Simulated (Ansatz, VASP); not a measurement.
Two plane-wave programs on Bi

File INCAR:

```
ALGO = Normal
EDIFF = 1E-6
ENCUT = 520
GGA = PS
ISIF = 2
ISMEAR = -1
LASPH = T
LCHARG = F
LREAL = F
LWAVE = F
NBANDS = 14
NELM = 100
PREC = Accurate
SIGMA = 0.05
```

Contents of KPOINTS:

```
k-points
0
Gamma
  12 12 12
```

File POSCAR:

```
Bi
1.0
    2.8623771697      0.0000000000      0.0000000000
    0.0000000000      2.8623771697      0.0000000000
    0.0000000000      0.0000000000      2.8623771697
Bi
1
Direct
    0.0000000000      0.0000000000      0.0000000000
```

Input for Ansatz:

```yaml
crystal:
  lattice:
    - [2.8623771697, 0.0, 0.0]
    - [0.0, 2.8623771697, 0.0]
    - [0.0, 0.0, 2.8623771697]
  atoms:
    - { symbol: Bi, position: [0.0, 0.0, 0.0] }
kpoints:
  mp_grid: { grid: [12, 12, 12] }
  band_path:
    path:
      - [0.0, 0.0, 0.0]
      - [0.0, 0.5, 0.0]
      - [0.5, 0.5, 0.0]
      - [0.0, 0.0, 0.0]
      - [0.5, 0.5, 0.5]
      - [0.0, 0.5, 0.0]
      - [0.5, 0.5, 0.5]
      - [0.5, 0.5, 0.0]
    npoints: 8
scf:
  occupations: { method: fermi_dirac, width: 0.05 }
hamiltonian:
  xc: pbesol
  pseudopotentials: { kind: paw }
output:
  forces: true
  stress: true
  eigenvalues: true
  populations: true
  dos: { projected: true, de: 0.2, e_range: [-14, 8] }
```

Change from the starting cell: volume scaled by 0.7, PAW files.

Alike in both runs: task single point; functional PBEsol; k mesh 12 × 12 × 12; occupations fermi-dirac, width 0.05 eV; no spin polarisation.

|  | VASP | Ansatz |
| --- | --- | --- |
| version | VASP 6.6.1 | Ansatz 0.2.0 |
| potentials or method | VASP PAW PBE potentials, release 64 (Bi_d) | PAW with Ansatz's default frozen-core files, scalar-relativistic |
| plane-wave cutoff (eV) | 520 | 420 |
| valence electrons in the cell | 15 | 15 |

|  | VASP | Ansatz | Ansatz less VASP |
| --- | --- | --- | --- |
| pressure (GPa) | 43.0 | 43.1 | +0.06 |

Caveats: so large a pressure means that the cell lies far from this level's equilibrium, or that cutoff or potentials fall short (VASP); the potentials were made for another functional, which shifts forces and pressure (VASP); spin-orbit coupling is left out, which moves the levels of the heavy elements.
